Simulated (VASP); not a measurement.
# BN (F-43m) in VASP: a series of runs, part 2 of 2

VASP 6.6.1. Earlier steps stand in the parts before.

## Step 4: G0W0 quasiparticle levels, PBE

Contents of POSCAR:

```
BN
1.0
    0.0000000000      1.8130010000      1.8130010000
    1.8130010000      0.0000000000      1.8130010000
    1.8130010000      1.8130010000      0.0000000000
N B
1 1
Direct
    0.2500000000      0.2500000000      0.2500000000
    0.0000000000      0.0000000000      0.0000000000
```

Contents of INCAR.step1:

```
SYSTEM = BN
PREC = Accurate
ENCUT = 450
EDIFF = 1E-8
ISMEAR = 0
SIGMA = 0.01
LREAL = .FALSE.
LASPH = .TRUE.
NELM = 80
ALGO = Normal
LWAVE = .TRUE.
LCHARG = .FALSE.
GGA = PE
```

Contents of INCAR.step2:

```
SYSTEM = BN
PREC = Accurate
ENCUT = 450
EDIFF = 1E-8
ISMEAR = 0
SIGMA = 0.01
LREAL = .FALSE.
LASPH = .TRUE.
NELM = 1
ALGO = Exact
LWAVE = .TRUE.
LCHARG = .FALSE.
GGA = PE
NBANDS = 32
LOPTICS = .TRUE.
ISTART = 1
```

Contents of INCAR.step3:

```
SYSTEM = BN
PREC = Accurate
ENCUT = 450
EDIFF = 1E-8
ISMEAR = 0
SIGMA = 0.01
LREAL = .FALSE.
LASPH = .TRUE.
ALGO = EVGW0
LWAVE = .FALSE.
LCHARG = .FALSE.
GGA = PE
NELMGW = 1
NBANDS = 32
ENCUTGW = 50
NOMEGA = 48
PRECFOCK = Fast
ISTART = 1
NBANDSGW = 12
```

Contents of KPOINTS:

```
Automatic mesh
0
G
  3 3 3
  0 0 0
```

Potentials or basis: VASP PAW PBE potentials, release 64 (N_GW, B_GW).

Started as:

```console
> cat potpaw_PBE.64/N_GW/POTCAR potpaw_PBE.64/B_GW/POTCAR > POTCAR
> cp INCAR.step1 INCAR
> mpirun -np 1 vasp_std > vasp.out
> cp INCAR.step2 INCAR
> mpirun -np 1 vasp_std > vasp.out
> cp INCAR.step3 INCAR
> mpirun -np 1 vasp_std > vasp.out
```

OUTCAR:

```text
SYSTEM = BN
   PREC = Accurate
   ENCUT = 450
   EDIFF = 1E-8
   ISMEAR = 0
   LREAL = .FALSE.
   LASPH = .TRUE.
   GGA = PE
   NELMGW = 1
   ENCUTGW = 50
   PRECFOCK = Fast
   ISTART = 1

 Found      4 irreducible k-points:

 Following reciprocal coordinates:
            Coordinates               Weight
  0.000000  0.000000  0.000000      1.000000
[... 86 lines left out ...]
      2       7.4800       7.3052     -18.4690     -18.2590     -22.3910       0.8324       2.0000       0.1180
      3       7.4800       7.3052     -18.4690     -18.2590     -22.3910       0.8324       2.0000       0.1180
      4       7.4800       7.3052     -18.4690     -18.2590     -22.3910       0.8324       2.0000       0.1180
      5      16.1541      17.8113     -11.7512     -13.7408      -6.6858       0.8329       0.0000      -0.1307
      6      16.1541      17.8113     -11.7512     -13.7408      -6.6858       0.8329       0.0000      -0.1307
      7      16.1541      17.8113     -11.7512     -13.7408      -6.6858       0.8329       0.0000      -0.1307
      8      17.6446      18.9328     -13.8186     -15.3925      -8.0853       0.8184       0.0000      -0.1634
      9      31.9542      32.7405     -10.3775     -11.3463      -3.2201       0.8117       0.0000      -0.6324
     10      35.0433      36.4357     -11.5704     -13.2558      -5.3479       0.8262       0.0000      -0.5492
     11      35.0433      36.4357     -11.5704     -13.2558      -5.3479       0.8262       0.0000      -0.5492
     12      35.6373      36.4592      -9.9823     -10.9827      -2.9663       0.8216       0.0000      -0.8032
[... 36 lines left out ...]
      1      -7.3843      -8.8273     -19.1014     -17.2314     -26.7577       0.7717       2.0000       0.7017
      2      -0.9236      -1.8997     -16.2230     -14.9926     -21.3312       0.7933       2.0000       0.2413
      3       0.1065      -0.8110     -16.5413     -15.3973     -21.5376       0.8020       2.0000       0.2130
      4       3.9902       3.4651     -17.3573     -16.7145     -21.7092       0.8169       2.0000       0.1496
      5      15.2084      16.2758     -11.8097     -13.0861      -6.8133       0.8364       0.0000      -0.1279
      6      21.7399      23.6557     -13.6183     -15.9843      -7.8310       0.8097       0.0000      -0.2050
      7      21.9107      24.0517     -12.6903     -15.3419      -6.6763       0.8074       0.0000      -0.2189
      8      23.3440      25.4431     -12.8971     -15.5300      -6.4707       0.7972       0.0000      -0.2679
      9      25.4984      26.9013     -11.6440     -13.3611      -5.6086       0.8170       0.0000      -0.2561
     10      32.3255      33.5014     -10.9379     -12.3564      -4.7162       0.8290       0.0000      -0.4851
     11      34.0402      36.0590     -11.6611     -14.2195      -4.1780       0.7891       0.0000      -0.7502
     12      42.0541      43.1880     -10.1941     -11.5505      -2.9540       0.8360       0.0000      -1.2276
```

Run time: 4.2 s. Hardware: 1 thread of Intel Xeon Platinum 8375C at 2.90GHz (Ice Lake), shared host; peak memory 0.12 GiB.

These settings aren't checked as converged: the numbers below hold their error.

What came out:

| Property | Result |
| --- | --- |
| Band gap on the k mesh, mean-field level | 5.58 eV, indirect (least direct gap 8.67 eV) |
| Quasiparticle gap | 6.71 eV |
| Least direct quasiparticle gap | 10.51 eV |

Caveat: the k mesh is coarse (spacing up to 1.00 Å⁻¹), so the values aren't converged; bands, screening cutoff and mesh are small and nothing is extrapolated, so the quasiparticle values aren't converged; an odd mesh through Γ misses points on the zone boundary, where band edges often lie.

## Step 5: G0W0 quasiparticle levels, PBE

POSCAR is that of step 4.

INCAR.step1 is that of step 4.

Changes to INCAR.step2 since step 4:

```diff
@@ -13,3 +13,3 @@
 GGA = PE
-NBANDS = 32
+NBANDS = 51
 LOPTICS = .TRUE.
```

Changes to INCAR.step3 since step 4:

```diff
@@ -13,3 +13,3 @@
 NELMGW = 1
-NBANDS = 32
+NBANDS = 51
 ENCUTGW = 50
```

KPOINTS is that of step 4.

Potentials or basis: VASP PAW PBE potentials, release 64 (N_GW, B_GW).

Started as:

```console
> cat potpaw_PBE.64/N_GW/POTCAR potpaw_PBE.64/B_GW/POTCAR > POTCAR
> cp INCAR.step1 INCAR
> mpirun -np 1 vasp_std > vasp.out
> cp INCAR.step2 INCAR
> mpirun -np 1 vasp_std > vasp.out
> cp INCAR.step3 INCAR
> mpirun -np 1 vasp_std > vasp.out
```

OUTCAR:

```text
SYSTEM = BN
   PREC = Accurate
   ENCUT = 450
   EDIFF = 1E-8
   ISMEAR = 0
   LREAL = .FALSE.
   LASPH = .TRUE.
   GGA = PE
   NELMGW = 1
   ENCUTGW = 50
   PRECFOCK = Fast
   ISTART = 1

 Found      4 irreducible k-points:

 Following reciprocal coordinates:
            Coordinates               Weight
  0.000000  0.000000  0.000000      1.000000
  0.333333  0.000000  0.000000      8.000000
  0.333333  0.333333  0.000000      6.000000
 -0.333333  0.333333  0.000000     12.000000
   k-points           NKPTS =      4   k-points in BZ     NKDIM =     27   number of bands    NBANDS=     51
   number of dos      NEDOS =    301   number of ions     NIONS =      2
   total plane-waves  NPLWV =   5832
   dimension x,y,z NGX =    18 NGY =   18 NGZ =   18
   dimension x,y,z NGXF=    36 NGYF=   36 NGZF=   36
   ions per type =               1   1
   NGX,Y,Z   is equivalent  to a cutoff of  11.67, 11.67, 11.67 a.u.
   NGXF,Y,Z  is equivalent  to a cutoff of  23.34, 23.34, 23.34 a.u.
 SYSTEM =  BN
[... 55 lines left out ...]
 non-spin polarized calculation
 Gauss-broadening in eV      SIGMA  =   0.01
  energy-cutoff  :      450.00
  volume of cell :       11.92
 maximum number of plane-waves:       259
 NGX is ok and might be reduce to    18
  NGX = 12; NGY = 12; NGZ = 12
   NGX =  9   NGY =  9   NGZ =  9
 maximum number of plane-waves:        15
 NGX is ok and might be reduce to    10

 QP shifts <psi_nk| G(iteration)W_0 |psi_nk>: iteration 1
 for sc-GW calculations column KS-energies equals QP-energies in previous step
 and V_xc(KS)=  KS-energies - (<T + V_ion + V_H > + <T+V_H+V_ion>^1  + <V_x>^1)

 k-point   1 :       0.0000    0.0000    0.0000
  band No.  KS-energies  QP-energies   sigma(KS)   V_xc(KS)     V^pw_x(r,r')   Z            occupation Imag(sigma)

      1     -12.7045     -14.3170     -17.4921     -15.4437     -26.3915       0.7872       2.0000       1.3982
      2       7.4800       7.2717     -18.5092     -18.2590     -22.3910       0.8323       2.0000       0.1199
      3       7.4800       7.2717     -18.5092     -18.2590     -22.3910       0.8323       2.0000       0.1199
      4       7.4800       7.2717     -18.5092     -18.2590     -22.3910       0.8323       2.0000       0.1199
      5      16.1541      17.7613     -11.8107     -13.7408      -6.6858       0.8327       0.0000      -0.1288
      6      16.1541      17.7613     -11.8107     -13.7408      -6.6858       0.8327       0.0000      -0.1288
      7      16.1541      17.7613     -11.8107     -13.7408      -6.6858       0.8327       0.0000      -0.1288
      8      17.6446      18.8688     -13.8968     -15.3925      -8.0853       0.8184       0.0000      -0.1614
      9      31.9542      32.6313     -10.5116     -11.3463      -3.2201       0.8112       0.0000      -0.6296
     10      35.0433      36.2953     -11.7386     -13.2558      -5.3479       0.8252       0.0000      -0.5461
     11      35.0433      36.2953     -11.7386     -13.2558      -5.3479       0.8252       0.0000      -0.5461
     12      35.6373      36.3209     -10.1503     -10.9827      -2.9663       0.8213       0.0000      -0.7993
[... 36 lines left out ...]
      1      -7.3843      -8.8383     -19.1149     -17.2314     -26.7577       0.7720       2.0000       0.6977
      2      -0.9236      -1.9150     -16.2419     -14.9926     -21.3312       0.7935       2.0000       0.2414
      3       0.1065      -0.8268     -16.5608     -15.3973     -21.5376       0.8021       2.0000       0.2134
      4       3.9902       3.4416     -17.3859     -16.7145     -21.7092       0.8171       2.0000       0.1506
      5      15.2084      16.2350     -11.8587     -13.0861      -6.8133       0.8364       0.0000      -0.1263
      6      21.7399      23.5785     -13.7127     -15.9843      -7.8310       0.8094       0.0000      -0.2022
      7      21.9107      23.9758     -12.7879     -15.3419      -6.6763       0.8086       0.0000      -0.2159
      8      23.3440      25.3589     -13.0022     -15.5300      -6.4707       0.7971       0.0000      -0.2649
      9      25.4984      26.8179     -11.7451     -13.3611      -5.6086       0.8165       0.0000      -0.2537
     10      32.3255      33.3775     -11.0845     -12.3564      -4.7162       0.8271       0.0000      -0.4828
     11      34.0402      35.9341     -11.8176     -14.2195      -4.1780       0.7885       0.0000      -0.7470
     12      42.0541      43.0004     -10.4166     -11.5505      -2.9540       0.8346       0.0000      -1.2226
```

OUTCAR.step1:

```text
SYSTEM = BN
   PREC = Accurate
   ENCUT = 450
   EDIFF = 1E-8
   ISMEAR = 0
   LREAL = .FALSE.
   LASPH = .TRUE.
[... 151 lines left out ...]
      0.90650      0.90650      0.90650        -0.000000     -0.000000      0.000000
      0.00000      0.00000      0.00000         0.000000      0.000000     -0.000000
 -----------------------------------------------------------------------------------
    total drift:                                0.000001      0.000001      0.000001

  FREE ENERGIE OF THE ION-ELECTRON SYSTEM (eV)
  ---------------------------------------------------
  free  energy   TOTEN  =       -17.0724773974 eV

  energy  without entropy=      -17.0724773974  energy(sigma->0) =      -17.07247740
```

Wall time 4.7 s (1 thread of Intel Xeon Platinum 8375C at 2.90GHz (Ice Lake), shared host); peak memory 0.11 GiB.

These settings aren't checked as converged: the numbers below hold their error.

What came out:

| Item | Value |
| --- | --- |
| Band gap on the k mesh, mean-field level | 5.58 eV, indirect (least direct gap 8.67 eV) |
| Quasiparticle gap | 6.71 eV |
| Least direct quasiparticle gap | 10.49 eV |

Caveat: the k mesh is coarse (spacing up to 1.00 Å⁻¹), so the values aren't converged; bands, screening cutoff and mesh are small and nothing is extrapolated, so the quasiparticle values aren't converged; an odd mesh through Γ misses points on the zone boundary, where band edges often lie.

## Step 6: G0W0 quasiparticle levels, PBE

POSCAR is that of step 5.

INCAR.step1 is that of step 5.

Changes to INCAR.step2 since step 5:

```diff
@@ -13,3 +13,3 @@
 GGA = PE
-NBANDS = 51
+NBANDS = 16
 LOPTICS = .TRUE.
```

Changes to INCAR.step3 since step 5:

```diff
@@ -13,4 +13,4 @@
 NELMGW = 1
-NBANDS = 51
-ENCUTGW = 50
+NBANDS = 16
+ENCUTGW = 260
 NOMEGA = 48
```

KPOINTS is that of step 5.

Potentials or basis: VASP PAW PBE potentials, release 64 (N_GW, B_GW).

Started as:

```console
> cat potpaw_PBE.64/N_GW/POTCAR potpaw_PBE.64/B_GW/POTCAR > POTCAR
> cp INCAR.step1 INCAR
> mpirun -np 1 vasp_std > vasp.out
> cp INCAR.step2 INCAR
> mpirun -np 1 vasp_std > vasp.out
> cp INCAR.step3 INCAR
> mpirun -np 1 vasp_std > vasp.out
```

OUTCAR:

```text
SYSTEM = BN
   PREC = Accurate
   ENCUT = 450
   EDIFF = 1E-8
   ISMEAR = 0
   LREAL = .FALSE.
   LASPH = .TRUE.
   GGA = PE
   NELMGW = 1
   ENCUTGW = 260
   PRECFOCK = Fast
   ISTART = 1

 Found      4 irreducible k-points:

 Following reciprocal coordinates:
            Coordinates               Weight
  0.000000  0.000000  0.000000      1.000000
  0.333333  0.000000  0.000000      8.000000
  0.333333  0.333333  0.000000      6.000000
 -0.333333  0.333333  0.000000     12.000000
   k-points           NKPTS =      4   k-points in BZ     NKDIM =     27   number of bands    NBANDS=     16
   number of dos      NEDOS =    301   number of ions     NIONS =      2
   total plane-waves  NPLWV =   5832
   dimension x,y,z NGX =    18 NGY =   18 NGZ =   18
   dimension x,y,z NGXF=    36 NGYF=   36 NGZF=   36
   ions per type =               1   1
   NGX,Y,Z   is equivalent  to a cutoff of  11.67, 11.67, 11.67 a.u.
   NGXF,Y,Z  is equivalent  to a cutoff of  23.34, 23.34, 23.34 a.u.
[... 54 lines left out ...]
   NELMHF              =     1    number of iterations in the inner HF iteration
   NKREDLFX            =     1    NKREDLFY  =   1   NKREDLFZ  =   1
 non-spin polarized calculation
 Gauss-broadening in eV      SIGMA  =   0.01
  energy-cutoff  :      450.00
  volume of cell :       11.92
 maximum number of plane-waves:       259
 NGX is ok and might be reduce to    18
  NGX = 12; NGY = 12; NGZ = 12
   NGX =  9   NGY =  9   NGZ =  9
 maximum number of plane-waves:       117

 QP shifts <psi_nk| G(iteration)W_0 |psi_nk>: iteration 1
 for sc-GW calculations column KS-energies equals QP-energies in previous step
 and V_xc(KS)=  KS-energies - (<T + V_ion + V_H > + <T+V_H+V_ion>^1  + <V_x>^1)

 k-point   1 :       0.0000    0.0000    0.0000
  band No.  KS-energies  QP-energies   sigma(KS)   V_xc(KS)     V^pw_x(r,r')   Z            occupation Imag(sigma)

      1     -12.7045     -14.4034     -17.6045     -15.4437     -26.3915       0.7862       2.0000       1.6925
      2       7.4800       7.3107     -18.4651     -18.2590     -22.3910       0.8212       2.0000       0.1253
      3       7.4800       7.3107     -18.4651     -18.2590     -22.3910       0.8212       2.0000       0.1253
      4       7.4800       7.3107     -18.4651     -18.2590     -22.3910       0.8212       2.0000       0.1253
      5      16.1541      18.1239     -11.3659     -13.7408      -6.6858       0.8294       0.0000      -0.1279
      6      16.1541      18.1239     -11.3659     -13.7408      -6.6858       0.8294       0.0000      -0.1279
      7      16.1541      18.1239     -11.3659     -13.7408      -6.6858       0.8294       0.0000      -0.1279
      8      17.6446      19.3547     -13.2775     -15.3925      -8.0853       0.8085       0.0000      -0.1653
      9      31.9542      33.2181      -9.7835     -11.3463      -3.2201       0.8088       0.0000      -0.6844
     10      35.0433      37.4915     -10.3644     -13.2558      -5.3479       0.8468       0.0000      -0.5531
     11      35.0433      37.4915     -10.3644     -13.2558      -5.3479       0.8468       0.0000      -0.5531
     12      35.6373      37.1979      -9.1173     -10.9827      -2.9663       0.8366       0.0000      -0.8895
[... 36 lines left out ...]
      1      -7.3843      -8.6195     -18.8260     -17.2314     -26.7577       0.7746       2.0000       1.0140
      2      -0.9236      -1.9586     -16.3014     -14.9926     -21.3312       0.7907       2.0000       0.2475
      3       0.1065      -0.8821     -16.6376     -15.3973     -21.5376       0.7971       2.0000       0.2182
      4       3.9902       3.4292     -17.4059     -16.7145     -21.7092       0.8115       2.0000       0.1508
      5      15.2084      16.6851     -11.3136     -13.0861      -6.8133       0.8332       0.0000      -0.1230
      6      21.7399      23.9349     -13.2390     -15.9843      -7.8310       0.7995       0.0000      -0.2186
      7      21.9107      24.3066     -12.3388     -15.3419      -6.6763       0.7978       0.0000      -0.2355
      8      23.3440      25.6384     -12.6001     -15.5300      -6.4707       0.7831       0.0000      -0.2976
      9      25.4984      27.3387     -11.1006     -13.3611      -5.6086       0.8141       0.0000      -0.2699
     10      32.3255      34.3105      -9.9954     -12.3564      -4.7162       0.8407       0.0000      -0.5036
     11      34.0402      36.3849     -11.2456     -14.2195      -4.1780       0.7885       0.0000      -0.8583
     12      42.0541      44.0953      -9.1383     -11.5505      -2.9540       0.8462       0.0000      -1.2683
```

OUTCAR.step1:

```text
SYSTEM = BN
   PREC = Accurate
   ENCUT = 450
   EDIFF = 1E-8
   ISMEAR = 0
   LREAL = .FALSE.
   LASPH = .TRUE.
[... 151 lines left out ...]
      0.90650      0.90650      0.90650        -0.000000     -0.000000      0.000000
      0.00000      0.00000      0.00000         0.000000      0.000000     -0.000000
 -----------------------------------------------------------------------------------
    total drift:                                0.000001      0.000001      0.000001

  FREE ENERGIE OF THE ION-ELECTRON SYSTEM (eV)
  ---------------------------------------------------
  free  energy   TOTEN  =       -17.0724773974 eV

  energy  without entropy=      -17.0724773974  energy(sigma->0) =      -17.07247740
```

OUTCAR.step2:

```text
SYSTEM = BN
   PREC = Accurate
   ENCUT = 450
   EDIFF = 1E-8
[... 518 lines left out ...]
  --------------------------------------------------------------------------------------------------------------
     0.00000     6.34628     6.34628     6.34628     0.00000     0.00000    -0.00000
     0.82216     6.37554     6.37554     6.37554     0.00000     0.00000    -0.00000
     1.64431     6.46647     6.46647     6.46647     0.00000     0.00000    -0.00000
     2.46647     6.62604     6.62604     6.62604     0.00000     0.00000    -0.00000
     3.28863     6.86820     6.86820     6.86820     0.00000     0.00000    -0.00000
     4.11079     7.21731     7.21731     7.21731     0.00000     0.00000    -0.00000
[... 92 lines left out ...]
    80.57142     0.84703     0.84703     0.84703    -0.00000    -0.00000     0.00000
    81.39357     0.85045     0.85045     0.85045    -0.00000    -0.00000     0.00000
```

It took 4.4 s on 1 thread of Intel Xeon Platinum 8375C at 2.90GHz (Ice Lake), shared host; peak memory 0.13 GiB.

These settings aren't checked as converged: the numbers below hold their error.

What came out:

```
Band gap on the k mesh, mean-field level : 5.58 eV, indirect (least direct gap 8.67 eV)
Quasiparticle gap                        : 7.11 eV
Least direct quasiparticle gap           : 10.81 eV
```

Caveat: the k mesh is coarse (spacing up to 1.00 Å⁻¹), so the values aren't converged; bands, screening cutoff and mesh are small and nothing is extrapolated, so the quasiparticle values aren't converged; an odd mesh through Γ misses points on the zone boundary, where band edges often lie.
